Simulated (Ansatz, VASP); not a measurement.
Two plane-wave programs on KI

```xyz
2
Lattice="4.3752 0.0000 0.0000 0.0000 4.3752 0.0000 0.0000 0.0000 4.3752" Properties=species:S:1:pos:R:3 pbc="T T T"
K     0.0000    0.0000    0.0000
I     2.1876    2.1876    2.1876
```

Alike in both runs: task single point; functional r2SCAN; k mesh 6 × 6 × 6; no spin polarisation.

|  | VASP | Ansatz |
| --- | --- | --- |
| version | VASP 6.6.1 | Ansatz 0.2.0 |
| potentials or method | VASP PAW PBE potentials, release 64 (K_sv, I) | plane waves, PAW |
| plane-wave cutoff (eV) | 520 | 500 |
| occupations | gaussian, width 0.01 eV | fixed |
| valence electrons in the cell | 16 | 26 |

```tsv
	VASP	Ansatz	Ansatz less VASP
gap on the k mesh at the Fermi level (eV)	3.88	3.88	+0.001
pressure (GPa)	-0.7	-0.7	+0.01
```

The two sets of potentials don't hold the same shells in valence.

Caveats: the PAW data sets were made with another functional, which shifts forces and pressure a little (VASP); spin-orbit coupling is left out, which moves the levels of the heavy elements. A k mesh can miss the band edges. r2SCAN opens gaps a little over a GGA but as a rule still falls short of measured ones.
